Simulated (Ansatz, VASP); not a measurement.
HfB2: VASP beside Ansatz

```
Hf B
1.0
     3.10860    0.00000    0.00000
    -1.55430    2.69213    0.00000
     0.00000    0.00000    3.48000
Hf B
1 2
Direct
  0.00000 0.00000 0.00000
  0.33333 0.66667 0.50000
  0.66667 0.33333 0.50000
```

Change from the starting cell: equal xx and yy strain of -1 %, crystal datasets.

Alike in both runs: task electric field gradients; functional PBE; k mesh 13 × 13 × 11; occupations fermi-dirac, width 0.05 eV; no spin polarisation.

```csv
,VASP,Ansatz
version,VASP 6.6.1,Ansatz 0.2.0
potentials or method,"VASP PAW PBE potentials, release 64 (Hf_pv, B), cutoff 520 eV","all-electron PAW with datasets made for the crystal, scalar-relativistic"
```

Ansatz gave:

| Quantity | Value |
| --- | --- |
| pressure (GPa) | 7.0 |
| largest component of the traceless stress (GPa) | 2.87 |
| Vzz of the field gradient on the site that differs most (V/Å²) | 114.0 |

Task: What did VASP give for the same quantities?

Result: Pressure (GPa): 6.6; largest component of the traceless stress (GPa): 2.69; Vzz of the field gradient on the site that differs most (V/Å²): 80.0.

Ansatz ran all-electron here, so the differences hold the error of VASP's frozen core and of both bases. Ansatz warned: «gradients_without_spin_orbit».

The runs have no spin-orbit coupling, so splittings on Hf are missing.
